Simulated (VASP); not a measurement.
# ZnO (zincite) (P6_3mc) in VASP: settings compared

One crystal, ZnO (zincite), is run at these levels: r2SCAN, PBE; tasks: relaxation of shape and atoms at fixed volume, relaxation of cell and atoms.

All numbers are computed with VASP 6.6.1; they aren't measurements. Logs are shortened: lines on timing, memory, paths and dates and some standing lists are left out, and cuts for length are marked.

## 1. The crystal as given

It takes space group P6_3mc (No. 186, hexagonal). Conventional cell: a = 3.249 Å, b = 3.249 Å, c = 5.206 Å, α = 90.00°, β = 90.00°, γ = 120.00°. Around Zn (site symmetry 3m) lie 4 O at 1.97 to 1.98 Å. O (site symmetry 3m) is surrounded by 4 Zn at 1.97 to 1.98 Å.

## 2. Relaxation of shape and atoms at fixed volume, r2SCAN (a relaxed cell with its volume scaled by 1.04)

Input file INCAR:

```
SYSTEM = ZnO
PREC = Accurate
ENCUT = 600
EDIFF = 1E-7
ISMEAR = 0
SIGMA = 0.03
LREAL = .False.
LASPH = .True.
NELM = 80
ALGO = Normal
ISIF = 4
LWAVE = .False.
LCHARG = .False.
METAGGA = R2SCAN
LMIXTAU = .True.
IBRION = 2
NSW = 40
EDIFFG = -0.01
```

Input file KPOINTS:

```
regular mesh
0
Gamma
  9 9 5
  0 0 0
```

Input file POSCAR:

```
ZnO                                     
1.0
    3.2834855695      0.0000000000      0.0000000000
   -1.6417427848      2.8435819161      0.0000000000
   -0.0000000000     -0.0000000000      5.2861523499
  Zn              O             
     2     2
Direct
     0.3333333332999970    0.6666666667000030    0.4997042150177862
     0.6666666667000030    0.3333333332999970    0.9997042150177862
     0.6666666667000030    0.3333333332999970    0.3793057849822148
     0.3333333332999970    0.6666666667000030    0.8793057849822148
```

Potentials or basis: VASP PAW PBE potentials, release 64 (Zn, O).

Started as:

```sh
> cat potpaw_PBE.64/Zn/POTCAR potpaw_PBE.64/O/POTCAR > POTCAR
> mpirun -np 1 vasp_std > vasp.out
```

OUTCAR:

```text
SYSTEM = ZnO
   PREC = Accurate
   ENCUT = 600
   EDIFF = 1E-7
   ISMEAR = 0
   LREAL = .False.
   LASPH = .True.
   NELM = 80
   ISIF = 4
   METAGGA = R2SCAN
   IBRION = 2
   NSW = 40
   EDIFFG = -0.01

 ion  position               nearest neighbor table
   1  0.333  0.667  0.500-   3 2.00   3 2.00   3 2.00   4 2.01
   2  0.667  0.333  1.000-   4 2.00   4 2.00   4 2.00   3 2.01
   3  0.667  0.333  0.379-   1 2.00   1 2.00   1 2.00   2 2.01
   4  0.333  0.667  0.879-   2 2.00   2 2.00   2 2.00   1 2.01

  LATTYP: Found a hexagonal cell.
 ALAT       =     3.2834855695
 C/A-ratio  =     1.6099209934

  Lattice vectors:

 A1 = (   3.2834855695,   0.0000000000,   0.0000000000)
 A2 = (  -1.6417427848,   2.8435819161,   0.0000000000)
 A3 = (   0.0000000000,   0.0000000000,   5.2861523499)

Analysis of symmetry for initial positions (statically):
=====================================================================
 Subroutine PRICEL returns:
 Original cell was already a primitive cell.

 Routine SETGRP: Setting up the symmetry group for a
 hexagonal supercell.

 Subroutine GETGRP returns: Found 12 space group operations
 (whereof  6 operations were pure point group operations)
 out of a pool of 24 trial point group operations.

The static configuration has the point symmetry C_3v.
 The point group associated with its full space group is C_6v.

Analysis of symmetry for dynamics (positions and initial velocities):
=====================================================================
 Subroutine PRICEL returns:
 Original cell was already a primitive cell.

 Routine SETGRP: Setting up the symmetry group for a
 hexagonal supercell.

 Subroutine GETGRP returns: Found 12 space group operations
 (whereof  6 operations were pure point group operations)
 out of a pool of 24 trial point group operations.

The dynamic configuration has the point symmetry C_3v.
 The point group associated with its full space group is C_6v.

 Subroutine INISYM returns: Found 12 space group operations
 (whereof  6 operations are pure point group operations),
 and found     1 'primitive' translations

----------------------------------------------------------------------------------------

                                     Primitive cell

  volume of cell :      49.3561

  direct lattice vectors                    reciprocal lattice vectors
     3.283485569  0.000000000  0.000000000     0.304554407  0.175834569  0.000000000
    -1.641742785  2.843581916  0.000000000     0.000000000  0.351669138  0.000000000
     0.000000000  0.000000000  5.286152350     0.000000000  0.000000000  0.189173511

  length of vectors
     3.283485569  3.283485569  5.286152350     0.351669138  0.351669138  0.189173511

  position of ions in fractional coordinates (direct lattice)
     0.333333333  0.666666667  0.499704215
     0.666666667  0.333333333  0.999704215
     0.666666667  0.333333333  0.379305785
     0.333333333  0.666666667  0.879305785

  ion indices of the primitive-cell ions
   primitive index   ion index
                 1           1
                 2           2
                 3           3
                 4           4

----------------------------------------------------------------------------------------

 KPOINTS: regular mesh

Automatic generation of k-mesh.
 Grid dimensions read from file:
 generate k-points for:    9    9    5

 Generating k-lattice:

[... 63 lines left out ...]
   EDIFFG = -.1E-01   stopping-criterion for IOM
   NSW    =     40    number of steps for IOM
   IBRION =      2    ionic relax: 0-MD 1-quasi-New 2-CG
   NFREE  =      1    steps in history (QN), initial steepest desc. (CG)
   ISIF   =      4    stress and relaxation
   ISYM   =      2    0-nonsym 1-usesym 2-fastsym
   POTIM  = 0.5000    time-step for ionic-motion
   TEBEG  =    0.0;   TEEND  =   0.0 temperature during run
   PSTRESS=    0.0 pullay stress
   NELECT =      36.0000    total number of electrons
   NUPDOWN=      -1.0000    fix difference up-down
   EMIN   =  10.00;   EMAX   =-10.00  energy-range for DOS
   EFERMI =   0.00;   METHOD = LEGACY
   ISMEAR =     0;   SIGMA  =   0.03  broadening in eV -4-tet -1-fermi 0-gaus
   EFERMI_NEDOS =   21; number of points for ismear=-14 and -15
   IALGO  =     38    algorithm
   IMIX   =      4    mixing-type and parameters
     AMIX     =   0.40;   BMIX     =  1.00
     AMIX_MAG =   1.60;   BMIX_MAG =  1.00
  volume/ion in A,a.u.               =      12.34        83.27
  Fermi-wavevector in a.u.,A,eV,Ry     =   1.473654  2.784802 29.547170  2.171656
  Thomas-Fermi vector in A             =   2.588521
   LORBIT       =      0    0 simple, 1 ext, 2 COOP (PROOUT), +10 PAW based schemes
   METAGGA = R2SCAN    functional components
   LHFCALC =     F    Hartree Fock is set to
   AEXX    =    0.0000 exact exchange contribution
   IVDW    =     0    specifies the selected vdW correction
   LEPSILON=     F    determine dielectric tensor
   LRPA    =     F    only Hartree local field effects (RPA)
 conjugate gradient relaxation of ions
 non-spin polarized calculation
 Gauss-broadening in eV      SIGMA  =   0.03
  energy-cutoff  :      600.00
  volume of cell :       49.36
 maximum number of plane-waves:      1689
 NGX is ok and might be reduce to    28
   NGX = 13   NGY = 13   NGZ = 21

--------------------------------------- Ionic step        1  -------------------------------------------

 number of electron      36.0000016 magnetization

 Free energy of the ion-electron system (eV)
  ---------------------------------------------------
  ext. energy  EPLUGINS =         0.00000000
  ---------------------------------------------------
  free energy    TOTEN  =       -36.29387004 eV

  energy without entropy =      -36.29387004  energy(sigma->0) =      -36.29387004

------------------------ aborting loop because EDIFF is reached ----------------------------------------

  FORCE on cell =-STRESS in cart. coord.  units (eV):
  Direction    XX          YY          ZZ          XY          YZ          ZX
  --------------------------------------------------------------------------------------
  -------------------------------------------------------------------------------------
  Total       -1.6529118     -1.6529118     -1.6238878      0.0000000      0.0000000      0.0000000
  in kB      -53.6561772    -53.6561772    -52.7140128      0.0000000      0.0000000      0.0000000
  external PRESSURE =     -53.3421224 kB  Pullay stress =       0.0000000 kB

 VOLUME and BASIS-vectors are now :
 -----------------------------------------------------------------------------
  energy-cutoff  :      600.00
  volume of cell :       49.36
      direct lattice vectors                 reciprocal lattice vectors
     3.283485569  0.000000000  0.000000000     0.304554407  0.175834569  0.000000000
    -1.641742785  2.843581916  0.000000000     0.000000000  0.351669138  0.000000000
     0.000000000  0.000000000  5.286152350     0.000000000  0.000000000  0.189173511

 POSITION                                       TOTAL-FORCE (eV/Angst)
 -----------------------------------------------------------------------------------
     -0.00000      1.89572      2.64151         0.000000     -0.000000      0.010660
      1.64174      0.94786      5.28459        -0.000000      0.000000      0.010660
      1.64174      0.94786      2.00507         0.000000      0.000000     -0.010660
     -0.00000      1.89572      4.64814         0.000000     -0.000000     -0.010660
 -----------------------------------------------------------------------------------
    total drift:                                0.000000      0.000001      0.095321

  FREE ENERGIE OF THE ION-ELECTRON SYSTEM (eV)
  ---------------------------------------------------
  free  energy   TOTEN  =       -36.2938700431 eV

  energy  without entropy=      -36.2938700431  energy(sigma->0) =      -36.29387004

--------------------------------------- Ionic step        2  -------------------------------------------

 number of electron      36.0000015 magnetization

 Free energy of the ion-electron system (eV)
  ---------------------------------------------------
  ext. energy  EPLUGINS =         0.00000000
  ---------------------------------------------------
  free energy    TOTEN  =       -36.29389721 eV

  energy without entropy =      -36.29389721  energy(sigma->0) =      -36.29389721

 E-fermi :   0.7324     XC(G=0): -11.4520

 val. band max:        0.5213092234   @ k =   0.0000   0.0000   0.0000
 cond. band min:       1.6887302140   @ k =   0.0000   0.0000   0.0000
 fundamental gap:      1.1674209906
 Fermi energy:         0.7324261577

 k-point     1 :       0.0000    0.0000    0.0000
  band No.  band energies     occupation
      1     -18.2679      2.00000
      2     -17.6344      2.00000
      3      -5.1233      2.00000
      4      -5.1232      2.00000
      5      -5.0784      2.00000
      6      -4.9277      2.00000
[... 589 lines left out ...]
     21       8.7617      0.00000
     22       9.0662      0.00000

 [... further k-points ...]

------------------------ aborting loop because EDIFF is reached ----------------------------------------

  FORCE on cell =-STRESS in cart. coord.  units (eV):
  Direction    XX          YY          ZZ          XY          YZ          ZX
  --------------------------------------------------------------------------------------
  -------------------------------------------------------------------------------------
  Total       -1.6553889     -1.6553889     -1.6249901      0.0000000      0.0000000      0.0000000
  in kB      -53.7365877    -53.7365877    -52.7497935      0.0000000      0.0000000      0.0000000
  external PRESSURE =     -53.4076563 kB  Pullay stress =       0.0000000 kB

 VOLUME and BASIS-vectors are now :
 -----------------------------------------------------------------------------
  energy-cutoff  :      600.00
  volume of cell :       49.36
      direct lattice vectors                 reciprocal lattice vectors
     3.283102488  0.000000000  0.000000000     0.304589943  0.175855086 -0.000000000
    -1.641551244  2.843250158  0.000000000    -0.000000000  0.351710171  0.000000000
     0.000000000  0.000000000  5.287386027     0.000000000  0.000000000  0.189129372

 POSITION                                       TOTAL-FORCE (eV/Angst)
 -----------------------------------------------------------------------------------
     -0.00000      1.89550      2.64264         0.000000     -0.000000      0.007604
      1.64155      0.94775      5.28634         0.000000      0.000000      0.007604
      1.64155      0.94775      2.00502        -0.000000      0.000000     -0.007604
     -0.00000      1.89550      4.64871        -0.000000     -0.000000     -0.007604
 -----------------------------------------------------------------------------------
    total drift:                                0.000000      0.000001      0.096748

  FREE ENERGIE OF THE ION-ELECTRON SYSTEM (eV)
  ---------------------------------------------------
  free  energy   TOTEN  =       -36.2938972113 eV

  energy  without entropy=      -36.2938972113  energy(sigma->0) =      -36.29389721

 reached required accuracy - stopping structural energy minimisation
```

Run time: 7.8 min. Hardware: 1 thread of Intel Xeon Platinum 8375C at 2.90GHz (Ice Lake), shared host; peak memory 0.23 GiB.

Results:

| Item | Value |
| --- | --- |
| Free energy | -36.2939 eV |
| Energy gained by relaxing | 0.0 meV/atom |
| Ionic steps | 2 |
| Pressure after relaxing | -5.3 GPa |
| Largest force after relaxing | 0.008 eV/Å |
| Band gap on the k mesh | 1.17 eV, direct |

Forces on the atoms (eV/Å):
```
Zn   0.000  0.000  0.008
Zn   0.000  0.000  0.008
O    0.000  0.000 -0.008
O    0.000  0.000 -0.008
```

Final structure:
```xyz
4
Lattice="3.2831 0.0000 0.0000 -1.6416 2.8433 0.0000 0.0000 0.0000 5.2874" Properties=species:S:1:pos:R:3 pbc="T T T"
Zn    0.0000    1.8955    2.6426
Zn    1.6416    0.9477    5.2863
O     1.6416    0.9477    2.0050
O     0.0000    1.8955    4.6487
```

Caveat: the PAW data sets were made with another functional, which shifts forces and pressure a little.

## 3. Relaxation of shape and atoms at fixed volume, r2SCAN (a relaxed cell with its volume scaled by 1.06)

INCAR is that of step 2.

KPOINTS is that of step 2.

POSCAR, as its differences from that of step 2:

```diff
@@ -2,5 +2,5 @@
 1.0
-    3.2834855695      0.0000000000      0.0000000000
-   -1.6417427848      2.8435819161      0.0000000000
-   -0.0000000000     -0.0000000000      5.2861523499
+    3.3044000542      0.0000000000      0.0000000000
+   -1.6522000271      2.8616943911      0.0000000000
+   -0.0000000000     -0.0000000000      5.3198230179
   Zn              O
```

Potentials or basis: VASP PAW PBE potentials, release 64 (Zn, O).

Started as:

```sh
> cat potpaw_PBE.64/Zn/POTCAR potpaw_PBE.64/O/POTCAR > POTCAR
> mpirun -np 1 vasp_std > vasp.out
```

OUTCAR:

```text
SYSTEM = ZnO
   PREC = Accurate
   ENCUT = 600
   EDIFF = 1E-7
   ISMEAR = 0
   LREAL = .False.
   LASPH = .True.
   NELM = 80
   ISIF = 4
   METAGGA = R2SCAN
   IBRION = 2
   NSW = 40
   EDIFFG = -0.01

 ion  position               nearest neighbor table
   1  0.333  0.667  0.500-   3 2.01   3 2.01   3 2.01   4 2.02
   2  0.667  0.333  1.000-   4 2.01   4 2.01   4 2.01   3 2.02
   3  0.667  0.333  0.379-   1 2.01   1 2.01   1 2.01   2 2.02
   4  0.333  0.667  0.879-   2 2.01   2 2.01   2 2.01   1 2.02

  LATTYP: Found a hexagonal cell.
 ALAT       =     3.3044000542
 C/A-ratio  =     1.6099209934

  Lattice vectors:

 A1 = (   3.3044000542,   0.0000000000,   0.0000000000)
 A2 = (  -1.6522000271,   2.8616943911,   0.0000000000)
 A3 = (   0.0000000000,   0.0000000000,   5.3198230179)

Analysis of symmetry for initial positions (statically):
=====================================================================
 Subroutine PRICEL returns:
 Original cell was already a primitive cell.

 Routine SETGRP: Setting up the symmetry group for a
 hexagonal supercell.
[... 175 lines left out ...]

 E-fermi :   0.5670     XC(G=0): -11.3434

 val. band max:        0.3572380379   @ k =   0.0000   0.0000   0.0000
 cond. band min:       1.4948959683   @ k =   0.0000   0.0000   0.0000
 fundamental gap:      1.1376579304
 Fermi energy:         0.5669595008

 k-point     1 :       0.0000    0.0000    0.0000
  band No.  band energies     occupation
      1     -18.2852      2.00000
      2     -17.6775      2.00000
      3      -5.2053      2.00000
      4      -5.2052      2.00000
      5      -5.1594      2.00000
      6      -5.0167      2.00000
[... 589 lines left out ...]
     21       8.5384      0.00000
     22       8.8541      0.00000

 [... further k-points ...]

------------------------ aborting loop because EDIFF is reached ----------------------------------------

  FORCE on cell =-STRESS in cart. coord.  units (eV):
  Direction    XX          YY          ZZ          XY          YZ          ZX
  --------------------------------------------------------------------------------------
  -------------------------------------------------------------------------------------
  Total       -2.4054925     -2.4054925     -2.3484005      0.0000000     -0.0000000     -0.0000000
  in kB      -76.6128351    -76.6128351    -74.7945050      0.0000000     -0.0000000     -0.0000000
  external PRESSURE =     -76.0067251 kB  Pullay stress =       0.0000000 kB

 VOLUME and BASIS-vectors are now :
 -----------------------------------------------------------------------------
  energy-cutoff  :      600.00
  volume of cell :       50.31
      direct lattice vectors                 reciprocal lattice vectors
     3.304400054  0.000000000  0.000000000     0.302626796  0.174721662  0.000000000
    -1.652200027  2.861694391  0.000000000     0.000000000  0.349443324  0.000000000
     0.000000000  0.000000000  5.319823018     0.000000000  0.000000000  0.187976178

 POSITION                                       TOTAL-FORCE (eV/Angst)
 -----------------------------------------------------------------------------------
     -0.00000      1.90780      2.65834        -0.000000     -0.000000     -0.000244
      1.65220      0.95390      5.31825         0.000000      0.000000     -0.000244
      1.65220      0.95390      2.01784         0.000000     -0.000000      0.000244
     -0.00000      1.90780      4.67775        -0.000000     -0.000000      0.000244
 -----------------------------------------------------------------------------------
    total drift:                                0.000000      0.000000      0.033211

  FREE ENERGIE OF THE ION-ELECTRON SYSTEM (eV)
  ---------------------------------------------------
  free  energy   TOTEN  =       -36.2568774628 eV

  energy  without entropy=      -36.2568774628  energy(sigma->0) =      -36.25687746

 reached required accuracy - stopping structural energy minimisation
```

CONTCAR:

```text
ZnO
   1.00000000000000
     3.3044000541999998    0.0000000000000000    0.0000000000000000
    -1.6522000270999999    2.8616943910999999    0.0000000000000000
     0.0000000000000000    0.0000000000000000    5.3198230179000001
  Zn              O
     2     2
Direct
     0.3333333332999970    0.6666666667000030    0.4997042150177862
     0.6666666667000030    0.3333333332999970    0.9997042150177862
     0.6666666667000030    0.3333333332999970    0.3793057849822148
     0.3333333332999970    0.6666666667000030    0.8793057849822148

  0.00000000E+00  0.00000000E+00  0.00000000E+00
  0.00000000E+00  0.00000000E+00  0.00000000E+00
  0.00000000E+00  0.00000000E+00  0.00000000E+00
  0.00000000E+00  0.00000000E+00  0.00000000E+00
```

It took 6.4 min on 1 thread of Intel Xeon Platinum 8375C at 2.90GHz (Ice Lake), shared host; peak memory 0.21 GiB.

What came out:

* Free energy: -36.2569 eV
* Pressure after relaxing: -7.6 GPa
* Band gap on the k mesh: 1.14 eV, direct

Final structure:
```
CELL_PARAMETERS angstrom
3.30440 0.00000 0.00000
-1.65220 2.86169 0.00000
0.00000 0.00000 5.31982
ATOMIC_POSITIONS crystal
Zn 0.33333 0.66667 0.49970
Zn 0.66667 0.33333 0.99970
O 0.66667 0.33333 0.37931
O 0.33333 0.66667 0.87931
```

Caveat: the relaxation stopped at its first step, so nothing moved; the PAW data sets were made with another functional, which shifts forces and pressure a little.

## 4. Relaxation of cell and atoms, PBE

Input file INCAR:

```
PREC = Accurate ; ENCUT = 300
EDIFF = 1E-6 ; ISMEAR = 0
SIGMA = 0.03 ; LREAL = False
LASPH = True ; NELM = 80
ALGO = Normal ; ISIF = 3
LWAVE = False ; LCHARG = False
GGA = PE ; IBRION = 2
NSW = 90 ; EDIFFG = -0.01
```

Input file KPOINTS:

```
regular mesh
0
Gamma
  5 5 3
```

Input file POSCAR:

```
ZnO
1.0
    3.2493080000      0.0000000000      0.0000000000
   -1.6246540000      2.8139832727      0.0000000000
    0.0000000000      0.0000000000      5.2057090000
Zn O
2 2
Direct
    0.3333333333      0.6666666667      0.5000000000
    0.6666666667      0.3333333333      0.0000000000
    0.6666666667      0.3333333333      0.3790100000
    0.3333333333      0.6666666667      0.8790100000
```

Potentials or basis: VASP PAW PBE potentials, release 64 (Zn, O_s).

Started as:

```sh
> cat potpaw_PBE.64/Zn/POTCAR potpaw_PBE.64/O_s/POTCAR > POTCAR
> mpirun -np 1 vasp_std > vasp.out
```

Wall time 29 s (1 thread of Intel Xeon Platinum 8488C (Sapphire Rapids), shared host); peak memory 0.13 GiB.

The run converged, but some of its settings lie outside the range that counts as converged, so its numbers aren't taken as properties of the crystal.

What came out:

```yaml
Free_energy: -17.8296 eV
Relaxed_volume: 12.27 Å³/atom
Relaxed_cell: a = 3.278 Å, b = 3.278 Å, c = 5.277 Å, α = 90.00°, β = 90.00°, γ = 120.00°
Space_group_after_relaxing_to_0.05_Å: P6_3mc (No. 186)
Energy_gained_by_relaxing: 5.9 meV/atom
Ionic_steps: 8
Largest_force_after_relaxing: 0.006 eV/Å
Band_gap_on_the_k_mesh: 0.73 eV, direct
```

Caveat: the k mesh is coarse (spacing up to 0.45 Å⁻¹), so the values aren't converged; the cutoff is under 1.25 times the usual one of these potentials, so pressure, stress and relaxed cells hold a basis-set (Pulay) error.
